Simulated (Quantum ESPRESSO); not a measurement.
Crystal: MnO.

```
Mn O
1.0
     0.00000    2.22391    2.22391
     2.22391    0.00000    2.22391
     2.22391    2.22391    0.00000
Mn O
1 1
Direct
  0.00000 0.00000 0.00000
  0.50000 0.50000 0.50000
```

The cell is a database's computed one.

| Item | Value |
| --- | --- |
| Program | Quantum ESPRESSO 7.5 |
| Task | single point |
| Functional | PBE |
| Potentials or basis | SSSP 1.3 efficiency PBE |
| Cutoff | 884 eV |
| Density cutoff | 10612 eV |
| k mesh | 10 × 10 × 10 |
| Occupations | fermi-dirac, width 0.05 eV |
| Spin | collinear spin, ferromagnetic start |
| Starting moments | [4.0, 0.0] μB |

On this cell: pressure -0.1 GPa; largest force zero by symmetry; net moment 4.80 μB per cell; site moments Mn +4.07; O +0.23 μB; band gap on the k mesh none (metal or under the smearing width).

The same run follows on a disturbed copy (atoms moved at random, drawn with an rms of 0.05 Å):

```
Mn O
1.0
     0.00000    2.22391    2.22391
     2.22391    0.00000    2.22391
     2.22391    2.22391    0.00000
Mn O
1 1
Direct
  0.98735 0.99248 0.01714
  0.50496 0.51195 0.49104
```

Q: What changes?

A: The energy (extrapolated to zero smearing) moves by +6.4 meV/atom; pressure 0.5 GPa; largest force 0.301 eV/Å; net moment 4.80 μB per cell; site moments Mn +4.00; O +0.23 μB; band gap on the k mesh none (metal or under the smearing width).

Forces in eV/Å, atoms in the order of the input:
```
Mn  -0.047 -0.061  0.291
O    0.047  0.061 -0.291
```

Stress tensor (GPa, compression positive):
```
 0.13 -0.01  0.06
-0.01  0.16  0.07
 0.06  0.07  1.29
```

Caveats: a cell with one magnetic atom can't hold antiferromagnetic order, which such compounds often take; semilocal functionals often make such compounds metallic where correlation or magnetic order opens a gap, which also shifts bond lengths.
